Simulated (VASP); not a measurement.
# What spin-orbit coupling changes in Ga, part 3 of 3

Aim: run bands, DOS and a relaxation of Ga twice, without and with spin-orbit coupling. All runs use LDA. Left out of this account: at least 1 further run (fields: a reference on another mesh). The start is a computed cell from the Materials Project.

VASP 6.6.1, plane waves and PAW; the level of theory is named at each step.

So far. Step 3 (Bands along the symmetry lines (LDA + SOC)): There is no gap at this level. Without the coupling there was no gap either. The run took 5.1 times the core time, with 38 spinor bands against 25. Step 4 (Density of states (LDA)): Of the states within 0.3 eV of the Fermi level, the largest shares in the PAW spheres are Ga p 36 %, Ga s 18 % and Ga d 5 %. The rest lies in smaller channels or between the spheres.

The starting crystal is not the ambient structure of Ga (space group No. 64); it is a model or a phase of other conditions.

**5. Density of states (LDA + SOC)**

This step: LDA, spin-orbit coupling; plane waves and PAW (Ga_d) (VASP 6.6.1).

Here the states are counted by energy and projected on the atoms.

Input file INCAR:

```
SYSTEM = Ga
PREC = Accurate
ENCUT = 400
EDIFF = 1E-06
NELM = 100
ISMEAR = -5
SIGMA = 0.05
LREAL = .FALSE.
ALGO = Normal
GGA = CA
LNONCOLLINEAR = .TRUE.
MAGMOM = 0 0 0 0 0 0
NBANDS = 38
GGA_COMPAT = .FALSE.
LASPH = .TRUE.
LSORBIT = .TRUE.
LORBIT = 11
LWAVE = .FALSE.
LCHARG = .FALSE.
KPAR = 2
NEDOS = 2001
```

Input file POSCAR:

```
Ga
1.0
    2.7784220849      0.0000000000      0.0000000000
    0.0000000000      3.2816087900      0.0000000000
   -1.3434310986      0.0000000000      3.9902731763
Ga
2
Direct
    0.8654037300      0.2500000000      0.2298331700
    0.1345962700      0.7500000000      0.7701668300
```

Input file KPOINTS:

```
Automatic mesh
0
Gamma
13 10 9
0 0 0
```

PAW data sets: Ga_d (LDA family, release 64).

Run with:

```console
$ mpirun -np 2 vasp_ncl
```

The log of the run:

```text
[... set-up lines as in an earlier step ...]
 entering main loop
       N       E                     dE             d eps       ncg     rms          rms(c)
DAV:   1     0.174418303781E+03    0.17442E+03   -0.10443E+04 29150   0.227E+03
DAV:   2     0.158512975339E+02   -0.15857E+03   -0.15206E+03 27646   0.477E+02
DAV:   3    -0.656110104548E+01   -0.22412E+02   -0.22099E+02 30694   0.135E+02
DAV:   4    -0.722677900162E+01   -0.66568E+00   -0.66373E+00 31448   0.268E+01
DAV:   5    -0.724074654588E+01   -0.13968E-01   -0.13958E-01 33142   0.398E+00    0.147E+00
DAV:   6    -0.717711027266E+01    0.63636E-01   -0.11121E-01 35870   0.577E+00    0.734E-01
DAV:   7    -0.716312730567E+01    0.13983E-01   -0.26140E-02 38126   0.193E+00    0.195E-01
DAV:   8    -0.716172125028E+01    0.14061E-02   -0.46214E-03 29220   0.987E-01    0.294E-02
DAV:   9    -0.716174372287E+01   -0.22473E-04   -0.26816E-04 34050   0.193E-01    0.173E-02
DAV:  10    -0.716174345489E+01    0.26798E-06   -0.21161E-05 29718   0.561E-02    0.643E-03
DAV:  11    -0.716174152238E+01    0.19325E-05   -0.44518E-06 39850   0.272E-02    0.198E-03
DAV:  12    -0.716174110639E+01    0.41599E-06    0.31403E-07 18072   0.849E-03
   1 F= -.71617411E+01 E0= -.71617411E+01  d E =0.000000E+00  mag=     0.0000    -0.0053     0.0000
 [... a notice as in an earlier step ...]
```

Wall time 7.4 min (2 MPI ranks of AMD EPYC 7R43, shared host); peak memory 0.93 GiB.

From OUTCAR (step 5):

```text
   NELECT =      26.0000    total number of electrons

 E-fermi :   5.6223

 k-point     1 :       0.0000    0.0000    0.0000
  band No.  band energies     occupation
    ...
     22      -5.8155      1.00000
     23       3.5174      1.00000
     24       3.5201      1.00000
     25       4.0524      1.02250
     26       4.0545      1.02288
     27       7.3717      0.00000
     28       7.3743      0.00000
     29      11.2880      0.00000
     30      11.2907      0.00000
     31      14.6900      0.00000
    ...

  Total       -0.8911849     -0.6465390     -0.7333292      0.0000000      0.0000000     -0.1089581
  in kB      -39.2455774    -28.4719810    -32.2940040      0.0000000      0.0000000     -4.7982464
  external PRESSURE =     -33.3371875 kB  Pullay stress =       0.0000000 kB

 POSITION                                       TOTAL-FORCE (eV/Angst)
 -----------------------------------------------------------------------------------
      2.09569      0.82040      0.91710        -0.002573      0.000000      0.043283
     -0.66070      2.46121      3.07318         0.002573      0.000000     -0.043283
 -----------------------------------------------------------------------------------
    total drift:                               -0.000000     -0.000000      0.000000

  FREE ENERGIE OF THE ION-ELECTRON SYSTEM (eV)
  ---------------------------------------------------
  free  energy   TOTEN  =        -7.1617411064 eV

  energy  without entropy=       -7.1617411064  energy(sigma->0) =       -7.16174111

 Spin-Orbit-Coupling matrix elements
 Ion:    1  E_soc:     -0.0116621
 Ion:    2  E_soc:     -0.0116621

 magnetization (y)
# of ion       s       p       d       tot
------------------------------------------
    1       -0.000  -0.001  -0.000  -0.001
    2       -0.000  -0.001  -0.000  -0.001
--------------------------------------------------
tot         -0.001  -0.002  -0.000  -0.003

[... 12 parts as in an earlier step ...]

[... 7 further parts left out ...]
```

Numbers from this step:

```yaml
scf_cycles: 12
bands: 38
free_energy_toten: -7.162 eV
fermi_energy: 5.622 eV
pressure: -3.334 GPa
moment_of_the_cell_from_the_last_line_of_the_log: 0, -0.0053, 0 μB
dos_at_the_fermi_level_one_point_of_the_energy_grid: 0.6722 states/eV/cell
```

On-site spin-orbit energy by atom:

```csv
atom,on-site spin-orbit energy (eV)
Ga1,-0.0117
Ga2,-0.0117
```

The density of states has structure finer than the step of the table below, so its rows give means over 0.5 eV, whole bins alone (the curve runs from -12.0 to 3.98 eV). Peaks (eV: height): total -6.17: 0.679, -1.75: 0.984, 2.33: 1.09; Ga p -1.68: 0.359, 2.33: 0.433; Ga s -6.17: 0.313, -1.75: 0.146, 0.67: 0.183; Ga d 2.33: 0.0741.

States under -12.0 eV and over 4.0 eV are left out. The density of states by energy, zero at the Fermi level; means over each step; values in states/eV/cell:

```csv
energy (eV),total,Ga p,Ga s,Ga d
-11.5,0.0165,1.0e-4,0.00855,0
-11.0,0.148,0.00251,0.0752,4.4e-5
-10.5,0.227,0.00727,0.113,8.5e-4
-10.0,0.288,0.0135,0.140,0.00168
-9.5,0.354,0.0216,0.168,0.00306
-9.0,0.371,0.0274,0.172,0.00415
-8.5,0.379,0.0325,0.172,0.00518
-8.0,0.431,0.0420,0.192,0.00680
-7.5,0.473,0.0505,0.208,0.00869
-7.0,0.525,0.0594,0.231,0.0113
-6.5,0.608,0.0694,0.273,0.0154
-6.0,0.644,0.0738,0.296,0.0182
-5.5,0.577,0.0733,0.262,0.0163
-5.0,0.576,0.0852,0.251,0.0158
-4.5,0.559,0.0924,0.235,0.0154
-4.0,0.563,0.112,0.212,0.0152
-3.5,0.598,0.141,0.194,0.0163
-3.0,0.682,0.187,0.181,0.0197
-2.5,0.635,0.201,0.129,0.0197
-2.0,0.707,0.252,0.103,0.0242
-1.5,0.907,0.335,0.130,0.0331
-1.0,0.765,0.286,0.107,0.0322
-0.5,0.678,0.250,0.106,0.0321
0.0,0.682,0.247,0.119,0.0347
0.5,0.797,0.273,0.159,0.0439
1.0,0.837,0.296,0.149,0.0505
1.5,0.881,0.330,0.131,0.0554
2.0,0.993,0.387,0.131,0.0645
2.5,1.02,0.409,0.122,0.0706
3.0,0.829,0.346,0.0941,0.0596
3.5,0.881,0.377,0.0933,0.0668
```

The DOS at the Fermi level goes from 0.672 to 0.672 states/eV/cell, a number that is sensitive to the mesh. The run took 4.4 times the core time, with 38 spinor bands against 25. Of the states within 0.3 eV of the Fermi level, the largest shares in the PAW spheres are Ga p 36 %, Ga s 17 % and Ga d 5 %. The rest lies in smaller channels or between the spheres.

**6. Full relaxation (LDA)**

This step: LDA; plane waves and PAW (Ga_d) (VASP 6.6.1).

The start need not lie at this functional's minimum. ISIF = 3 frees volume, shape and positions, and EDIFFG sets the threshold on forces and stress at which the search stops.

Input file INCAR:

```
SYSTEM = Ga
PREC = Accurate
ENCUT = 400
EDIFF = 1E-06
NELM = 100
ISMEAR = -1
SIGMA = 0.05
LREAL = .FALSE.
ALGO = Normal
GGA = CA
NBANDS = 19
LORBIT = 11
LWAVE = .FALSE.
LCHARG = .FALSE.
KPAR = 2
IBRION = 2
NSW = 60
ISIF = 3
EDIFFG = -0.01
```

POSCAR is that of step 5.

KPOINTS is that of step 5.

Run with:

```console
$ mpirun -np 2 vasp_std
```

The log of the run:

```text
[... set-up lines as in an earlier step ...]
 entering main loop
       N       E                     dE             d eps       ncg     rms          rms(c)
DAV:   1     0.112169165288E+03    0.11217E+03   -0.11749E+04 14240   0.224E+03
DAV:   2     0.152092472722E+01   -0.11065E+03   -0.10843E+03 13853   0.337E+02
DAV:   3    -0.711670495779E+01   -0.86376E+01   -0.85937E+01 15230   0.854E+01
DAV:   4    -0.723483792248E+01   -0.11813E+00   -0.11801E+00 15495   0.110E+01
DAV:   5    -0.723697990755E+01   -0.21420E-02   -0.21418E-02 15310   0.143E+00    0.146E+00
DAV:   6    -0.717326138524E+01    0.63719E-01   -0.11442E-01 17934   0.573E+00    0.720E-01
DAV:   7    -0.715877436500E+01    0.14487E-01   -0.18705E-02 18915   0.187E+00    0.202E-01
DAV:   8    -0.715709482349E+01    0.16795E-02   -0.23666E-03 14969   0.705E-01    0.156E-02
DAV:   9    -0.715710328589E+01   -0.84624E-05   -0.74323E-05 15762   0.901E-02    0.621E-03
DAV:  10    -0.715710282522E+01    0.46067E-06   -0.44478E-06 14211   0.272E-02
   1 F= -.71571028E+01 E0= -.71541423E+01  d E =-.715710E+01
 curvature:   0.00 expect dE= 0.000E+00 dE for cont linesearch  0.000E+00
 trial: gam= 0.00000 g(F)=  0.386E-03 g(S)=  0.439E-01 ort = 0.000E+00 (trialstep = 0.100E+01)
 search vector abs. value=  0.443E-01
 bond charge predicted
       N       E                     dE             d eps       ncg     rms          rms(c)
DAV:   1    -0.813224139272E+01   -0.97514E+00   -0.11006E+01 13890   0.513E+01    0.577E+00
DAV:   2    -0.736655164001E+01    0.76569E+00   -0.15650E+00 15757   0.239E+01    0.244E+00
DAV:   3    -0.720345098393E+01    0.16310E+00   -0.12611E-01 17205   0.555E+00    0.681E-01
DAV:   4    -0.717956960737E+01    0.23881E-01   -0.20559E-02 15455   0.173E+00    0.190E-02
DAV:   5    -0.717960504979E+01   -0.35442E-04   -0.66534E-04 15691   0.325E-01    0.180E-02
DAV:   6    -0.717959458350E+01    0.10466E-04   -0.27753E-05 15832   0.574E-02    0.434E-03
DAV:   7    -0.717959398685E+01    0.59666E-06   -0.15851E-06 11608   0.131E-02
   2 F= -.71795940E+01 E0= -.71771445E+01  d E =-.224912E-01
[... from here on, the cycles between the ionic steps are left out ...]
   3 F= -.71795834E+01 E0= -.71771210E+01  d E =-.224805E-01
   4 F= -.71810079E+01 E0= -.71786080E+01  d E =-.142455E-02
   5 F= -.71816828E+01 E0= -.71792758E+01  d E =-.209941E-02
   6 F= -.71816862E+01 E0= -.71792802E+01  d E =-.210284E-02
   7 F= -.71817848E+01 E0= -.71793841E+01  d E =-.985969E-04
   8 F= -.71817776E+01 E0= -.71793742E+01  d E =-.914258E-04
   9 F= -.71817906E+01 E0= -.71793886E+01  d E =-.104373E-03
  10 F= -.71817959E+01 E0= -.71793954E+01  d E =-.109685E-03
  11 F= -.71818005E+01 E0= -.71794141E+01  d E =-.465798E-05
 trial-energy change:   -0.000005  1 .order   -0.000039   -0.000093    0.000016
 step:   0.8980(harm=  0.8980)  dis= 0.00034  next Energy=    -7.181836 (dE=-0.397E-04)
 bond charge predicted
       N       E                     dE             d eps       ncg     rms          rms(c)
DAV:   1    -0.718183428517E+01   -0.34098E-04   -0.47011E-04 15528   0.286E-01    0.331E-02
DAV:   2    -0.718181395694E+01    0.20328E-04   -0.54556E-05 16806   0.127E-01    0.169E-02
DAV:   3    -0.718180656069E+01    0.73962E-05   -0.54042E-06 17356   0.463E-02    0.405E-03
DAV:   4    -0.718180606323E+01    0.49745E-06   -0.15292E-06  8774   0.143E-02
  12 F= -.71818061E+01 E0= -.71794179E+01  d E =-.101759E-04
 curvature:  -0.83 expect dE=-0.128E-04 dE for cont linesearch -0.360E-06
 trial: gam= 0.07493 g(F)=  0.877E-05 g(S)=  0.664E-05 ort =-0.843E-05 (trialstep = 0.102E+01)
 search vector abs. value=  0.151E-04
 reached required accuracy - stopping structural energy minimisation
```

The job ended after 6.2 min (2 MPI ranks; peak memory 0.41 GiB; 12 min of CPU time).

OUTCAR, selected parts (step 6):

```text
   k-points           NKPTS =    354   k-points in BZ     NKDIM =    354   number of bands    NBANDS=     19

   NELECT =      26.0000    total number of electrons

 E-fermi :   6.0944

 k-point     1 :       0.0000    0.0000    0.0000
  band No.  band energies     occupation
    ...
      9      -8.7837      2.00000
     10      -8.6299      2.00000
     11      -5.7079      2.00000
     12       3.9225      2.00000
     13       4.7198      2.00000
     14       7.6115      0.00000
     15      11.6528      0.00000
     16      16.1209      0.00000
     17      16.8296      0.00000
     18      17.1500      0.00000
    ...

  Total       -0.0116640      0.0018353      0.0064780      0.0000000      0.0000000     -0.0068560
  in kB       -0.5421753      0.0853085      0.3011167      0.0000000      0.0000000     -0.3186872
  external PRESSURE =      -0.0519167 kB  Pullay stress =       0.0000000 kB

 POSITION                                       TOTAL-FORCE (eV/Angst)
 -----------------------------------------------------------------------------------
      2.02957      0.81613      0.89367         0.003731      0.000000     -0.008772
     -0.66834      2.44840      3.00448        -0.003731      0.000000      0.008772
 -----------------------------------------------------------------------------------
    total drift:                               -0.000000     -0.000000      0.000000

  FREE ENERGIE OF THE ION-ELECTRON SYSTEM (eV)
  ---------------------------------------------------
  free  energy   TOTEN  =        -7.1818060632 eV

  energy  without entropy=       -7.1770296691  energy(sigma->0) =       -7.17941787

 reached required accuracy - stopping structural energy minimisation

[... 7 parts as in an earlier step ...]

[... 9 further parts left out ...]
```

CONTCAR:

```
Ga
   1.00000000000000
     2.7004344007966798    0.0000000000000000   -0.0232720427627300
     0.0000000000000000    3.2645267193337215    0.0000000000000000
    -1.3392074962410447    0.0000000000000000    3.9214256128756220
  Ga
     2
Direct
     0.8671422380955881    0.2500000000000000    0.2330403880994990
     0.1328577619044118    0.7500000000000000    0.7669596119005008
```

The run keeps the 4 symmetry operations of its start, so it cannot find a distortion of lower symmetry.

Relaxation path:

```csv
step,energy less that of the first step (eV),largest force (eV/Å),pressure (GPa),volume (Å³)
1,0.0000,0.0632,-3.36,36.38
2,-0.0225,0.0725,0.26,34.41
3,-0.0225,0.0732,0.02,34.45
4,-0.0239,0.0450,-0.01,34.46
5,-0.0246,0.0126,0.14,34.47
6,-0.0246,0.0107,0.06,34.47
7,-0.0247,0.0046,0.12,34.51
8,-0.0247,0.0154,0.06,34.55
9,-0.0247,0.0126,0.01,34.54
10,-0.0247,0.0069,-0.15,34.52
11,-0.0247,0.0101,-0.01,34.46
12,-0.0247,0.0095,-0.01,34.47
```

```csv
cell as run,before,after,change
a (Å),2.778,2.701,-2.8 %
b (Å),3.282,3.265,-0.5 %
c (Å),4.210,4.144,-1.6 %
β (°),108.61,109.35,+0.7 %
volume (Å³/atom),18.19,17.23,-5.3 %
```

The atoms that moved most (Å, as changes of fractional coordinates times the final cell):

```csv
atom,dx,dy,dz,length
Ga1,0.000,0.000,0.013,0.013
Ga2,0.000,0.000,-0.013,0.013
```

The relaxed structure:

```xyz
2
Lattice="2.7004 0.0000 -0.0233 0.0000 3.2645 0.0000 -1.3392 0.0000 3.9214" Properties=species:S:1:pos:R:3 pbc="T T T"
Ga    2.0296    0.8161    0.8937
Ga   -0.6683    2.4484    3.0045
```

This step gave:

```yaml
bands: 19
free_energy_toten: -7.182 eV
energy_at_zero_smearing: -7.179 eV
fermi_energy: 6.094 eV
pressure: -0.005192 GPa
scf_cycles_over_all_ionic_steps: 67
```

It ends with a largest force of 0.010 eV/Å and a pressure of -0.01 GPa.

**7. Side by side**

| quantity | without | with spin-orbit coupling |
| --- | --- | --- |
| gap (eV) | none | none |
| core minutes, bands | 3.2 | 16 |
| DOS at the Fermi level (states/eV/cell) | 0.672 | 0.672 |
| core minutes, DOS | 3.4 | 15 |

**8. Relaxing cell and atoms (LDA + SOC)**

This step: LDA, spin-orbit coupling; plane waves and PAW (Ga_d) (VASP 6.6.1).

The start need not lie at this functional's minimum. ISIF = 3 frees volume, shape and positions, and EDIFFG sets the threshold on forces and stress at which the search stops.

INCAR, as its differences from that of step 6:

```diff
@@ -10,3 +10,8 @@
 GGA = CA
-NBANDS = 19
+LNONCOLLINEAR = .TRUE.
+MAGMOM = 0 0 0 0 0 0
+NBANDS = 38
+GGA_COMPAT = .FALSE.
+LASPH = .TRUE.
+LSORBIT = .TRUE.
 LORBIT = 11
```

POSCAR is that of step 6.

KPOINTS is that of step 6.

Run with:

```console
$ mpirun -np 2 vasp_ncl
```

The log of the run:

```text
[... set-up lines as in an earlier step ...]
 entering main loop
       N       E                     dE             d eps       ncg     rms          rms(c)
[... 11 cycles as in an earlier step ...]
   1 F= -.71686032E+01 E0= -.71656458E+01  d E =-.716860E+01  mag=    -0.0000     0.0000     0.0000
[... from here on, the cycles between the ionic steps are left out ...]
   2 F= -.71913790E+01 E0= -.71889337E+01  d E =-.227758E-01  mag=     0.0000     0.0000     0.0000
   3 F= -.71913637E+01 E0= -.71889328E+01  d E =-.227605E-01  mag=     0.0000    -0.0000    -0.0000
   4 F= -.71928299E+01 E0= -.71904613E+01  d E =-.146624E-02  mag=     0.0000     0.0000    -0.0000
   5 F= -.71932741E+01 E0= -.71909040E+01  d E =-.191045E-02  mag=     0.0000     0.0000     0.0000
   6 F= -.71933773E+01 E0= -.71909986E+01  d E =-.201367E-02  mag=    -0.0000    -0.0000     0.0000
   7 F= -.71935211E+01 E0= -.71911153E+01  d E =-.143755E-03  mag=     0.0000     0.0000    -0.0000
   8 F= -.71935430E+01 E0= -.71911463E+01  d E =-.165646E-03  mag=     0.0000    -0.0000     0.0000
   9 F= -.71935398E+01 E0= -.71911386E+01  d E =-.162429E-03  mag=     0.0000     0.0000     0.0000
  10 F= -.71935430E+01 E0= -.71911437E+01  d E =-.165643E-03  mag=    -0.0000     0.0000     0.0000
  11 F= -.71935859E+01 E0= -.71911933E+01  d E =-.429505E-04  mag=    -0.0000    -0.0000    -0.0000
[...]
hard stop encountered!  aborting job ...
[...]
|     The electronic self-consistency was not achieved in the given           |
[...]
soft stop encountered!  aborting job ...
  12 F= -.71935963E+01 E0= -.71912057E+01  d E =-.478111E-02  mag=    -0.0000    -0.0000    -0.0000
 deleting file STOPCAR
```

Run time: 30 min. Hardware: 2 MPI ranks; peak memory 0.9 GiB.

The run was stopped at its time limit, by a STOPCAR file.

By then 11 ionic steps had been finished.

More ranks or a longer limit might have been enough; this was not tried, nor was going on from the last geometry.

**9. Results**

* gap (eV), without → with: none → none
* DOS at the Fermi level (states/eV/cell), without → with: 0.672 → 0.672

Ga has no gap with or without spin-orbit coupling. The spinor runs cost 4.4 to 5.1 times as much, on a shared host.

[Lines on the potential files, build, host, timing and source positions are cut from VASP's logs without a mark.]

[Logs are printed without paths, hosts, clocks, repeated set-up lines and the standing remarks that a program may print on its own settings, such as how far it seeks lower states.]

[Hosts, paths, dates, database ids (printed as entryN), source tags and the programs' standing remarks are cut or masked in the printed files.]

[A measured line is paired with the nearest computed mode of its activity, which favours agreement.]

[In band tables of VASP the shares of atoms and orbitals are scaled to a sum of 1 inside the atoms' spheres.]
